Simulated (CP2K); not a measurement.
## TiO2 (Anatase) in CP2K: the effect of functional

TiO2 (Anatase):

```
CELL_PARAMETERS angstrom
5.45820 0.00000 0.00000
2.83460 4.66444 0.00000
-4.14640 -2.33222 2.67583
ATOMIC_POSITIONS crystal
Ti 0.75000 0.25000 0.50000
Ti 0.00000 0.00000 0.00000
O 0.79190 0.79190 0.00000
O 0.54190 0.04190 0.50000
O 0.95810 0.45810 0.50000
O 0.20810 0.20810 0.00000
```

Alike in all runs:

- Program: CP2K 2026.2
- Task: atomic charges
- Potentials or basis: POTENTIAL_UZH Ti GTH-PBE-q12, O GTH-PBE-q6; DZVP-MOLOPT-PBE-GTH basis
- Density cutoff: 11565 eV
- k mesh: 10 × 10 × 10
- Occupations: fermi-dirac, width 0.05 eV
- Spin: no spin polarisation

```tsv
functional	gap on the mesh (eV)	pressure (GPa)	largest force (eV/Å)
PBE	2.07	6.3	0.12
LDA	1.99	-3.3	0.03
PBEsol	?	?	?
rev-vdW-DF2	2.06	3.7	0.16
vdW-DF-cx	2.07	1.8	0.13
PW91	2.06	5.7	0.13
MS2	2.50	1.9	0.01
```

Question: What does the run with functional PBEsol give?

Answer: gap on the mesh 2.04 eV; pressure 0.8 GPa; largest force 0.04 eV/Å.

Caveats: the basis of atomic orbitals isn't converged, which shifts pressures, moduli and gaps; the potentials were made for another functional, which shifts forces and pressure (some runs).

A k mesh can miss the band edges.
